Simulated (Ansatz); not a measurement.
# Ga (Cmcm) in Ansatz: further runs

One crystal, Ga, is run at these levels: LDA, PBEsol, r2SCAN; tasks: band structure.

All numbers are computed with Ansatz 0.2.0; they aren't measurements. Logs are shortened: lines on timing, memory, paths and dates and some standing lists are left out, and cuts for length are marked.

## (1) Starting point

It takes space group Cmcm (No. 63, orthorhombic). Conventional cell: a = 2.900 Å, b = 8.130 Å, c = 3.170 Å, α = 90.00°, β = 90.00°, γ = 90.00°. Ga (site symmetry m2m) is surrounded by 8 Ga at 2.68 to 2.90 Å.

This isn't the form of Ga at room conditions, which is orthorhombic.

## (2) Band structure, LDA

input.yaml reads:

```yaml
crystal:
  lattice:
    - [1.45, -4.065, 0.0]
    - [1.45, 4.065, 0.0]
    - [0.0, 0.0, 3.17]
  atoms:
    - { symbol: Ga, position: [0.133, 0.867, 0.75] }
    - { symbol: Ga, position: [0.867, 0.133, 0.25] }
hamiltonian:
  xc: lda
  pseudopotentials: { kind: paw }
kpoints:
  mp_grid: { grid: [6, 6, 5] }
  band_path:
    path:
      - [[0.0, 0.0, 0.0], [0.2818093587, 0.2818093587, 0.0], [0.0, 0.5, 0.0], [0.0, 0.5, 0.5], [0.2818093587, 0.2818093587, 0.5], [0.0, 0.0, 0.5], [0.0, 0.0, 0.0], [-0.5, 0.5, 0.0], [-0.2818093587, 0.7181906413, 0.0], [-0.2818093587, 0.7181906413, 0.5], [-0.5, 0.5, 0.5], [-0.5, 0.5, 0.0]]
      - [[0.0, 0.0, 0.5], [-0.5, 0.5, 0.5]]
    npoints: 14
scf:
  occupations: { method: fermi_dirac, width: 0.05 }
  n_extra_bands: 6
output:
  forces: true
  stress: true
  eigenvalues: true
  fatbands: true
  write_density: true
  write_potential: true
  elf: true
  volumetric_format: npy
```

Potentials or basis: Ansatz PAW.

The run is started by

```bash
$ ansatz run input.yaml --threads 2 --pin off --max-ram 5632MiB --backend cpu --events-out ev --progress --plain --runs-dir out
```

Log:

```text
Warning: RAYON_NUM_THREADS=2 ignored (pool sized by the plan → 2); use --threads N
scf.n_extra_bands = 6 over 13 filled bands (N_el = 26.0): the run solves 19 bands
Engine: ansatz 0.2.0, aarch64-unknown-linux-gnu
Pseudopotentials: kind: paw
Pseudopotential: Ga, paw, valence charge 13, recommended cutoff 420 eV (normal), Ga.paw.azcp
Functional definition: SPW92
  exchange = slater_x
  correlation = pw_c
Crystal: 2 atoms, lattice volume = 37.370 Å³
Basis set: ecut = 420 eV, 723 PW (Γ)
Bands: 19, of which v1, the nominal top of the filled ones, is band 13 counted from 1 (12 counted from 0)
Symmetry: 8 space group operations
Space group: Cmcm (ITA 63), of the structure as read, at distance tolerance 3.3e-5 Å
k-points: 39 of 180
Non-local potential: Ga, projectors of the file, l = 0: 2, l = 1: 2, l = 2: 3, l = 3: 1
PAW form: soft (Blöchl's): semilocal exchange-correlation on the pseudo side does not see the compensation charge
PAW frozen core: Ga, regenerated for the run's functional, and the local potential with it (the file was generated under x = pbe(κ = 0.804, μ = 0.2195149727645171), c = pbe(β = 0.06672455060314922))
PAW one-centre angular grid: Ga, 590 points (default); XC on 64 Gauss nodes
Initial density: superposition of atomic densities (neutral atoms: chi_scale 0, normalization atom), corrected by the library's trained network
Initial wavefunctions: pseudopotential atomic-orbital guess
Functional: x = slater, c = lda
SCF iter   1: F=—  HF=-7413.851936 eV  |F-HF|=—  |Δ(HF+E_count)|=         —  Δρ=6.05e-3  dr2=5.83e-3  ethr=1.77e-3  ⟨swp⟩=5.7  Hψ=3645  notcnv=0  defer=8
preconditioner: auto → none  [insulator: Δε(μ)=0.142 eV  Ē_g=18.988 eV  σ=0.050 eV  W_gap=0.57  n_scr=12 (ndim 8)  ℏωp=31.0 eV  f_vac=0.000  D(μ)=0.74/eV (n_scr^D=2)  ε∞_Penn≈3.7]
SCF iter   2: F=—  HF=-7413.849514 eV  |F-HF|=—  |Δ(HF+E_count)|=   2.42e-3  Δρ=2.87e-3  dr2=1.17e-3  ethr=2.24e-5  ⟨swp⟩=1.3  Hψ=1118  notcnv=0  defer=12
SCF iter   3: F=—  HF=-7413.849336 eV  |F-HF|=—  |Δ(HF+E_count)|=   1.78e-4  Δρ=4.24e-4  dr2=1.81e-4  ethr=4.49e-6  ⟨swp⟩=2.9  Hψ=1201  notcnv=0  defer=12
SCF iter   4: F=—  HF=-7413.849275 eV  |F-HF|=—  |Δ(HF+E_count)|=   6.09e-5  Δρ=7.66e-5  dr2=2.71e-6  ethr=6.94e-7  ⟨swp⟩=2.9  Hψ=1174  notcnv=0  defer=12
SCF iter   5: F=—  HF=-7413.849279 eV  |F-HF|=—  |Δ(HF+E_count)|=   3.30e-6  Δρ=1.82e-5  dr2=7.70e-8  ethr=1.04e-8  ⟨swp⟩=2.6  Hψ=1071  notcnv=0  defer=12
SCF iter   6: F=-7413.849279 eV  HF=-7413.849279 eV  |F-HF|=8.98e-9  |Δ(HF+E_count)|=   1.11e-8  Δρ=4.56e-6  dr2=3.54e-9  ethr=2.96e-10  ⟨swp⟩=7.7  Hψ=4894  notcnv=0
SCF 1 converged in 6 iterations: F = -7413.849279 eV  dr2 = 3.54e-9
NSCF: frozen V_eff on 170 k-points
SCF converged after 6 iterations
Free energy (F): -7413.849279 eV
Harris-Foulkes:  -7413.849279 eV  (|F-HF|=8.98e-9)
Internal energy: -7413.842819 eV  (E = F + TS)
E sigma→0 (E₀):  -7413.846049 eV
Entropy (-TS):   -0.006460 eV (-3.230 meV/atom)
Fermi energy:    9.385038 eV
--- Per-component energies (eV) ---
  E_band       = -80.386812
  E_kinetic    = 230.961521
  E_local      = -3606.796644  (includes V_loc(G=0)·N_el)
  E_nonlocal   = 848.030796
  E_hartree    = 1690.959612
  E_xc         = -138.589744
  E_vxc        = -118.083597  (∫ρ·V_xc dr)
  E_paw        = -3818.940371  (= ΣΔE_a)
  E_vpaw       = -816.413086  (= ΣTr[D̂ρ^β])
  E_aug_tail   = -0.000257  (compensation charges beyond the density's cutoff)
  E_ewald      = -2622.924691
  E_core_change = 3.456960  (= ΣΔE_core)
  E_smearing   = -0.006460  (= −TS)
  E_closure    = 0.000000  (closes the sum)
  Σ components = -7413.849279   (vs F -7413.849279, Δ=0.00e0)
--- Forces (eV/Å), atoms counted from 1 ---
  atom   1  Ga     0.00000000    -0.13738700     0.00000000
  atom   2  Ga     0.00000000     0.13738700     0.00000000
  max |Σ_I F_I| component: 0.00e0 eV/Å
--- Stress (GPa, compression-positive) ---
       -4.734865       0.000000       0.000000
        0.000000      -4.986154       0.000000
        0.000000       0.000000      -1.378048
  P = ⅓ Tr σ = -3.6997 GPa (-36.997 kbar)
--- Band table (eV; the first three rows and the last of 39) ---
  k-point 0: bands = ["-5.7378", "-5.7155", "-5.6429", "-5.6283", "-5.4386", "-5.4225", "-5.3916", "-5.3786", "-5.3776", "-5.2189", "-1.7429", "7.2548", "7.8342", "12.3573", "16.1589", "17.2567", "18.1940", "19.9224", "20.6307"]
  k-point 1: bands = ["-5.7357", "-5.6672", "-5.6423", "-5.5774", "-5.4887", "-5.4873", "-5.3810", "-5.3388", "-5.3383", "-5.2769", "-1.1355", "7.2179", "7.9586", "9.7160", "17.2904", "17.3136", "17.8034", "18.6825", "20.9933"]
  k-point 2: bands = ["-5.7254", "-5.6733", "-5.5406", "-5.5398", "-5.5313", "-5.4810", "-5.4323", "-5.3731", "-5.3055", "-5.3040", "0.7026", "3.7146", "9.9802", "10.6611", "13.1960", "13.4324", "19.1695", "19.6879", "22.5819"]
  k-point 38: bands = ["-5.6798", "-5.6626", "-5.6018", "-5.5664", "-5.4681", "-5.4652", "-5.3969", "-5.3676", "-5.3597", "-5.3576", "2.7353", "3.3392", "6.1178", "6.7193", "17.7134", "20.4199", "20.4581", "20.5299", "21.3438"]
```

Run time: 4.6 s. Hardware: 2 threads of Arm Neoverse N1, shared host; peak memory 0.33 GiB.

What came out:

```
Free energy            : -7413.8493 eV
Pressure               : -3.7 GPa
Largest force          : 0.137 eV/Å
Band gap on the k mesh : none (metal or under the smearing width)
```

Forces in eV/Å, atoms in the order of the input:
```
Ga   0.000 -0.137  0.000
Ga   0.000  0.137  0.000
```

Stress tensor (GPa, compression positive):
```
-4.73  0.00  0.00
 0.00 -4.99  0.00
 0.00  0.00 -1.38
```

Levels at the corners of the path, in eV from the Fermi level:
```csv
point,band 9,band 10,band 11,band 12,band 13,band 14,band 15,band 16,band 17,band 18
Γ,-14.76,-14.60,-11.13,-2.13,-1.55,2.97,6.77,7.87,8.81,10.54
X,-14.67,-14.65,-6.15,-5.56,-3.83,3.89,4.22,7.17,8.57,10.32
S,-14.67,-14.66,-6.63,-5.29,-1.62,-0.34,6.53,6.75,8.98,9.35
R,-14.65,-14.65,-2.99,-2.99,-1.48,-1.48,1.97,1.97,4.39,4.39
A,-14.66,-14.66,-2.61,-2.61,-1.77,-1.77,0.39,0.39,7.62,7.62
Z,-14.69,-14.69,-7.31,-7.31,1.98,1.98,2.59,2.59,10.33,10.33
Γ,-14.76,-14.60,-11.13,-2.13,-1.55,2.97,6.77,7.87,8.81,10.54
Y,-14.72,-14.67,-9.11,-8.47,5.20,5.85,5.93,7.12,7.25,9.55
X1,-14.67,-14.65,-6.15,-5.56,-3.83,3.89,4.22,7.17,8.57,10.32
A1,-14.66,-14.66,-2.61,-2.61,-1.77,-1.77,0.39,0.39,7.62,7.62
T,-14.74,-14.74,-5.53,-5.53,-4.08,-4.08,9.61,9.61,11.42,11.42
Y,-14.72,-14.67,-9.11,-8.47,5.20,5.85,5.93,7.12,7.25,9.55
Z,-14.69,-14.69,-7.31,-7.31,1.98,1.98,2.59,2.59,10.33,10.33
T,-14.74,-14.74,-5.53,-5.53,-4.08,-4.08,9.61,9.61,11.42,11.42
```

Caveat: the k mesh is coarse (spacing up to 0.40 Å⁻¹), so the values aren't converged; the PAW data sets come from PBE, with cores solved anew for the run's functional, which leaves a small shift of forces and pressure.

## (3) Band structure, PBEsol

input.yaml: that of step 2 with these lines changed.

```diff
@@ -9,3 +9,3 @@
 hamiltonian:
-  xc: lda
+  xc: pbesol
   pseudopotentials: { kind: paw }
@@ -25,6 +25,2 @@
   eigenvalues: true
-  fatbands: true
-  write_density: true
-  write_potential: true
-  elf: true
-  volumetric_format: npy
+  fatbands: false
```

Potentials or basis: Ansatz PAW.

The run is started by

```bash
$ ansatz run input.yaml --threads 2 --pin off --max-ram 5632MiB --backend cpu --events-out ev --progress --plain --runs-dir out
```

Log:

```text
Warning: RAYON_NUM_THREADS=2 ignored (pool sized by the plan → 2); use --threads N
scf.n_extra_bands = 6 over 13 filled bands (N_el = 26.0): the run solves 19 bands
[... 3 set-up lines as earlier in the session ...]
Functional definition: PBEsol
  exchange = pbesol_x
  correlation = pbesol_c
Crystal: 2 atoms, lattice volume = 37.370 Å³
Basis set: ecut = 420 eV, 723 PW (Γ), exchange–correlation on 60×60×48 points (8 copies of the dense FFT grid, shifted against one another)
Bands: 19, of which v1, the nominal top of the filled ones, is band 13 counted from 1 (12 counted from 0)
[... 2 set-up lines as earlier in the session ...]
k-points: 39 of 180
[... 1 set-up line as earlier in the session ...]
[... 36 lines left out ...]
  E_core_change = 1.725956  (= ΣΔE_core)
  E_smearing   = -0.005798  (= −TS)
  E_closure    = 0.000000  (closes the sum)
  Σ components = -7486.349046   (vs F -7486.349046, Δ=0.00e0)
--- Forces (eV/Å), atoms counted from 1 ---
  atom   1  Ga     0.00000000    -0.15991405     0.00000000
  atom   2  Ga     0.00000000     0.15991405     0.00000000
  max |Σ_I F_I| component: 5.55e-17 eV/Å
--- Stress (GPa, compression-positive) ---
       -2.943627       0.000000       0.000000
        0.000000      -2.888809       0.000000
        0.000000       0.000000       0.578434
  P = ⅓ Tr σ = -1.7513 GPa (-17.513 kbar)
--- Band table (eV; the first three rows and the last of 39) ---
  k-point 0: bands = ["-5.4367", "-5.4114", "-5.3402", "-5.3265", "-5.1348", "-5.1190", "-5.0879", "-5.0742", "-5.0741", "-4.9142", "-1.5416", "7.4305", "8.1221", "12.5853", "16.2612", "17.5129", "18.4516", "20.1446", "20.9490"]
  k-point 1: bands = ["-5.4327", "-5.3657", "-5.3395", "-5.2746", "-5.1853", "-5.1840", "-5.0767", "-5.0351", "-5.0346", "-4.9726", "-0.9327", "7.5092", "8.1358", "9.8835", "17.5235", "17.5437", "18.0674", "18.9505", "21.1406"]
  k-point 2: bands = ["-5.4231", "-5.3709", "-5.2374", "-5.2367", "-5.2286", "-5.1777", "-5.1289", "-5.0691", "-5.0017", "-5.0001", "0.9115", "3.9395", "10.1614", "10.8814", "13.3840", "13.6673", "19.4644", "19.9948", "22.7147"]
  k-point 38: bands = ["-5.3766", "-5.3597", "-5.3004", "-5.2643", "-5.1650", "-5.1617", "-5.0935", "-5.0632", "-5.0554", "-5.0537", "2.9568", "3.5670", "6.3004", "6.9083", "17.9761", "20.7171", "20.7242", "20.8106", "21.4895"]
```

bands.tsv:

```text
[... 190 lines left out ...]
10.553194	-14.969956	-14.969956	-14.879621	-14.879621	-14.763421	-14.763421	-14.671075	-14.671075	-14.646068	-14.646068	-5.726937	-5.726937	-3.804178	-3.804178	9.708724	9.708724	10.893544	10.893544	12.924703
10.608397	-14.967859	-14.967859	-14.883823	-14.883823	-14.757440	-14.757440	-14.677036	-14.677036	-14.644383	-14.644383	-5.555964	-5.555964	-4.045530	-4.045530	9.686447	9.686447	11.339880	11.339880	12.948614
10.663600	-14.967101	-14.967101	-14.885290	-14.885290	-14.755200	-14.755200	-14.679264	-14.679264	-14.643819	-14.643819	-5.485015	-5.485015	-4.139938	-4.139938	9.678979	9.678979	11.504677	11.504677	12.970696
```

Wall time 3.5 s (2 threads of Arm Neoverse N1, shared host); peak memory 0.3 GiB.

Results:

| Property | Result |
| --- | --- |
| Free energy | -7486.3490 eV |
| Pressure | -1.8 GPa |
| Largest force | 0.160 eV/Å |
| Band gap on the k mesh | none (metal or under the smearing width) |

Forces in eV/Å, atoms in the order of the input:
```
Ga   0.000 -0.160  0.000
Ga   0.000  0.160  0.000
```

Stress tensor (GPa, compression positive):
```
-2.94  0.00  0.00
 0.00 -2.89  0.00
 0.00  0.00  0.58
```

Levels at the corners of the path, in eV from the Fermi level:
```
point  band 10  band 11  band 12  band 13  band 14  band 15  band 16  band 17
    Γ   -14.51   -11.14    -2.17    -1.47     2.99     6.66     7.92     8.85
    X   -14.56    -6.11    -5.55    -3.90     3.95     4.21     7.25     8.62
    S   -14.57    -6.60    -5.32    -1.66    -0.33     6.59     6.82     8.99
    R   -14.56    -2.95    -2.95    -1.50    -1.50     1.97     1.97     4.33
    A   -14.56    -2.53    -2.53    -1.81    -1.81     0.34     0.34     7.63
    Z   -14.59    -7.31    -7.31     1.96     1.96     2.60     2.60    10.44
    Γ   -14.51   -11.14    -2.17    -1.47     2.99     6.66     7.92     8.85
    Y   -14.58    -9.11    -8.48     5.22     5.88     5.96     7.17     7.30
   X1   -14.56    -6.11    -5.55    -3.90     3.95     4.21     7.25     8.62
   A1   -14.56    -2.53    -2.53    -1.81    -1.81     0.34     0.34     7.63
    T   -14.64    -5.49    -5.49    -4.14    -4.14     9.68     9.68    11.50
    Y   -14.58    -9.11    -8.48     5.22     5.88     5.96     7.17     7.30
    Z   -14.59    -7.31    -7.31     1.96     1.96     2.60     2.60    10.44
    T   -14.64    -5.49    -5.49    -4.14    -4.14     9.68     9.68    11.50
```

Caveat: the k mesh is coarse (spacing up to 0.40 Å⁻¹), so the values aren't converged; the PAW data sets come from PBE, with cores solved anew for the run's functional, which leaves a small shift of forces and pressure.

## (4) Band structure, r2SCAN

input.yaml: that of step 3 with these lines changed.

```diff
@@ -9,3 +9,3 @@
 hamiltonian:
-  xc: pbesol
+  xc: r2scan
   pseudopotentials: { kind: paw }
```

The run is started by

```bash
$ ansatz run input.yaml --threads 2 --pin off --max-ram 5632MiB --backend cpu --events-out ev --progress --plain --runs-dir out
```

Run time: 7.2 s. Hardware: 2 threads of Arm Neoverse N1, shared host; peak memory 0.41 GiB.

Results (log left out):

```
Free energy            : -7580.3361 eV
Pressure               : -1.3 GPa
Largest force          : 0.225 eV/Å
Band gap on the k mesh : none (metal or under the smearing width)
```

Forces on the atoms (eV/Å):
```
Ga   0.000 -0.225  0.000
Ga   0.000  0.225  0.000
```

Stress tensor (GPa, compression positive):
```
-2.30  0.00  0.00
 0.00 -3.40  0.00
 0.00  0.00  1.70
```

Levels at the corners of the path, in eV from the Fermi level:
```
point  band 11  band 12  band 13  band 14  band 15  band 16
    Γ   -11.68    -2.37    -1.35     3.15     7.12     8.40
    X    -6.39    -5.82    -4.06     4.29     4.44     7.65
    S    -6.90    -5.55    -1.82    -0.15     6.99     7.19
    R    -3.06    -3.06    -1.54    -1.54     2.05     2.05
    A    -2.55    -2.55    -1.98    -1.98     0.44     0.44
    Z    -7.64    -7.64     2.01     2.01     2.89     2.89
    Γ   -11.68    -2.37    -1.35     3.15     7.12     8.40
    Y    -9.58    -8.85     5.49     6.24     6.29     7.66
   X1    -6.39    -5.82    -4.06     4.29     4.44     7.65
   A1    -2.55    -2.55    -1.98    -1.98     0.44     0.44
    T    -5.71    -5.71    -4.33    -4.33    10.24    10.24
    Y    -9.58    -8.85     5.49     6.24     6.29     7.66
    Z    -7.64    -7.64     2.01     2.01     2.89     2.89
    T    -5.71    -5.71    -4.33    -4.33    10.24    10.24
```

Caveat: the k mesh is coarse (spacing up to 0.40 Å⁻¹), so the values aren't converged; the PAW data sets come from PBE, with cores solved anew for the run's functional, which leaves a small shift of forces and pressure.

## (5) The runs side by side

```tsv
level	cutoff (eV)	gap on the mesh (eV)	pressure (GPa)	largest force (eV/Å)
LDA	420	none	-3.7	0.14
PBEsol	420	none	-1.8	0.16
r2SCAN	500	none	-1.3	0.22
```

Alike in all rows: task band structure; potentials or basis Ansatz PAW; no spin polarisation; cell as given; k mesh 6 × 6 × 5; smearing fermi-dirac 0.05 eV; the mesh is coarse, so values aren't converged.

Caveats: all runs use coarse meshes; the PAW data sets come from PBE, with cores solved anew for the run's functional, which leaves a small shift of forces and pressure.

Total energies depend on the potentials used, so only differences within one code and one set of settings carry meaning.
